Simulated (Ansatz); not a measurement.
# Structural energy differences of lanthanum

These are results of Ansatz 0.2.0, DFT, LDA (PW92), plane waves (420 eV) with PAW, scalar-relativistic, not measurements. (PAW data from PBE, frozen cores regenerated.)

Each structure is relaxed within its own symmetry, so a high-lying one may be dynamically unstable.

| structure | ΔE (meV/atom) | V (Å³/atom) | cell | magnetic state |
| --- | --- | --- | --- | --- |
| fcc | -4 | 31.98 | a = 5.039 Å | spin not included |
| dhcp | 0 | 32.41 | a = 3.600 Å, c = 11.552 Å (c/a = 3.209) | spin not included |
| omega (AlB2-type) | 33 | 32.51 | a = 5.728 Å, c = 3.432 Å (c/a = 0.599) | spin not included |
| hcp | 42 | 32.81 | a = 3.579 Å, c = 5.914 Å (c/a = 1.652) | spin not included |
| A15 | 102 | 32.07 | a = 6.354 Å | spin not included |
| bcc | 146 | 33.16 | a = 4.048 Å | spin not included |
| beta-Sn type | 209 | 30.90 | a = 5.848 Å, c = 3.615 Å (c/a = 0.618) | spin not included |
| simple cubic | 448 | 31.76 | a = 3.167 Å | spin not included |
| diamond | 879 | 34.60 | a = 6.517 Å | spin not included |

ΔE counts from dhcp.

LDA puts fcc 4 meV/atom below dhcp, the structure of the real element at low temperature or room conditions.

Differences under about 8 meV lie within the error of the k-point mesh.
